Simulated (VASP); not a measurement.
## Ge: relaxation of cell and atoms with PBEsol

Ge:

```
CELL_PARAMETERS angstrom
3.99759 0.00000 0.00000
-1.99879 3.46201 0.00000
0.00000 0.00000 6.59938
ATOMIC_POSITIONS crystal
Ge 0.66667 0.33333 0.06290
Ge 0.33333 0.66667 0.56290
Ge 0.66667 0.33333 0.43710
Ge 0.33333 0.66667 0.93710
```

This isn't the form of Ge at room conditions, which is diamond.

```
Program                : VASP 6.6.1
Task                   : relaxation of cell and atoms
Functional             : PBEsol
Potentials or basis    : VASP PAW PBE potentials, release 64 (Ge_d)
Cutoff                 : 600 eV
k mesh                 : 12 × 12 × 5
Occupations            : gaussian, width 0.03 eV
Spin                   : no spin polarisation
Further INCAR settings : ALGO = Normal; EDIFF = 1e-06; IBRION = 2; EDIFFG = -0.01; NSW = 90; ISIF = 3
```

| Item | Value |
| --- | --- |
| Relaxed volume | 22.81 Å³/atom |
| Relaxed cell | a = 3.996 Å, b = 3.996 Å, c = 6.596 Å, α = 90.00°, β = 90.00°, γ = 120.00° |
| Space group after relaxing (to 0.05 Å) | P6_3/mmc (No. 194) |
| Energy gained by relaxing | 0.0 meV/atom |
| Ionic steps | 3 |
| Pressure after relaxing | 0.0 GPa |
| Band gap on the k mesh | 0.02 eV, indirect (least direct gap 0.12 eV) |

Final structure:
```yaml
crystal:
  lattice:
    - [3.99645, 0.00000, 0.00000]
    - [-1.99822, 3.46102, 0.00000]
    - [0.00000, 0.00000, 6.59638]
  atoms:
    - { symbol: Ge, position: [0.66667, 0.33333, 0.06291] }
    - { symbol: Ge, position: [0.33333, 0.66667, 0.56291] }
    - { symbol: Ge, position: [0.66667, 0.33333, 0.43709] }
    - { symbol: Ge, position: [0.33333, 0.66667, 0.93709] }
```

Levels at points of the mesh, in eV from the valence-band top:
| k point | band 26 | band 27 | band 28 | band 29 | band 30 | band 31 |
| --- | --- | --- | --- | --- | --- | --- |
| (0.00, 0.00, 0.00) | -0.13 | -0.11 | 0.00 | 0.15 | 0.15 | 2.27 |
| (0.50, 0.00, 0.00) | -3.05 | -2.81 | -1.42 | 0.49 | 1.64 | 3.52 |

Run time: 96 s on 2 MPI ranks on Intel(R) Xeon(R) 6975P-C (Granite Rapids), with other jobs on the host, peak memory 0.32 GiB a rank.

Caveat: the PAW data sets were made with another functional, which shifts forces and pressure a little; an odd mesh through Γ misses points on the zone boundary, where band edges often lie.
